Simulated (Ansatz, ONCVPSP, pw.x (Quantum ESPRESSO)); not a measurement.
pw.x on bcc Ir: one setting changed

Potential: optimised norm-conserving Vanderbilt (ONCV), ONCVPSP 4.0.1.1 (patched build), PBE; core [Kr] 4d10 4f14, reference 5s2 5p6 5d8 6s1; waves: 5s+6s: rc 1.60 bohr, ncon 4, nbas 8, qcut 7.1 1/bohr, 3 projectors, debl 1 Ha; 5p: rc 1.45 bohr, ncon 4, nbas 8, qcut 9 1/bohr, 2 projectors, debl 1 Ha; 5d: rc 2.50 bohr, ncon 5, nbas 9, qcut 5.1 1/bohr, 2 projectors, debl 1.3 Ha; local part: polynomial inside 1.10 bohr (lpopt 3, dvloc0 0 Ha); core correction: none. In the p channel the program set the typed energies aside and used -1.922, 0.250 Ha.

The reference run (k-mesh 15³, cutoffs 85/340 Ry, Fermi–Dirac 0.01 Ry, mixing_beta 0.4, conv_thr 1e-9, no spin) gives -4.94 GPa at 15.159 Å³/atom, where all-electron LAPW gives -1.43 GPa. This run, with its own iteration cap, changes startingwfc to random.

```
&control
  calculation='scf', prefix='x', pseudo_dir='./', outdir='./tmp', tstress=.true., disk_io='none'
/
&system
  ibrav=0, nat=1, ntyp=1, ecutwfc=85, ecutrho=340, nbnd=17,
  occupations='smearing', smearing='fd', degauss=0.01
/
&electrons
  conv_thr=1e-09, mixing_beta=0.4, electron_maxstep=50, startingwfc='random'
/
ATOMIC_SPECIES
Ir 1.0 Ir.UPF
CELL_PARAMETERS angstrom
  -1.55908641 1.55908641 1.55908641
  1.55908641 -1.55908641 1.55908641
  1.55908641 1.55908641 -1.55908641
ATOMIC_POSITIONS crystal
Ir 0.0000 0.0000 0.0000
K_POINTS automatic
15 15 15 0 0 0
```

```bash
pw.x < Ir.scf.in > Ir.scf.out
```

Question: How does the run end?

Answer: It converges in 7 iterations; the free energy moves by +0.0 meV/atom and the pressure by -0.01 GPa. The result is that of the reference run.

```
Message from routine setup:
     using ibrav=0 with symmetry is DISCOURAGED, use correct ibrav instead
     lattice parameter (alat)  =       5.1030  a.u.
     unit-cell volume          =     102.2980 (a.u.)^3
     number of electrons       =        17.00
     number of Kohn-Sham states=           17
     kinetic-energy cutoff     =      85.0000  Ry
     charge density cutoff     =     340.0000  Ry
     scf convergence threshold =      1.0E-09
     Exchange-correlation= PBE
     number of k points=   120  Fermi-Dirac smearing, width (Ry)=  0.0100
     iteration #  1     ecut=    85.00 Ry     beta= 0.40
     total energy              =    -209.14585983 Ry
     estimated scf accuracy    <       0.08793887 Ry
     iteration #  2     ecut=    85.00 Ry     beta= 0.40
     total energy              =    -209.15338381 Ry
     estimated scf accuracy    <       0.00630052 Ry
     iteration #  3     ecut=    85.00 Ry     beta= 0.40
     total energy              =    -209.15417030 Ry
     estimated scf accuracy    <       0.00055450 Ry
     iteration #  4     ecut=    85.00 Ry     beta= 0.40
     total energy              =    -209.15420726 Ry
     estimated scf accuracy    <       0.00001514 Ry
     iteration #  5     ecut=    85.00 Ry     beta= 0.40
     total energy              =    -209.15421242 Ry
     estimated scf accuracy    <       0.00000159 Ry
     iteration #  6     ecut=    85.00 Ry     beta= 0.40
     total energy              =    -209.15421264 Ry
     estimated scf accuracy    <          3.7E-09 Ry
     iteration #  7     ecut=    85.00 Ry     beta= 0.40
     the Fermi energy is    23.8786 ev
!    total energy              =    -209.15421264 Ry
     estimated scf accuracy    <          4.9E-10 Ry
     smearing contrib. (-TS)   =      -0.00967156 Ry
     The total energy is F=E-TS. E is the sum of the following terms:
     one-electron contribution =     -39.15496239 Ry
     hartree contribution      =      29.31348770 Ry
     xc contribution           =     -20.81519524 Ry
     ewald contribution        =    -178.48787115 Ry
     convergence has been achieved in   7 iterations
          total   stress  (Ry/bohr**3)                   (kbar)     P=      -49.44
     Message from routine punch:
     Nothing written, as per user request (disk_io='none')
```

The run took about 24 s on one core of a shared host (Intel(R) Xeon(R) Platinum 8488C, 96 threads, 372 GiB, load 24).
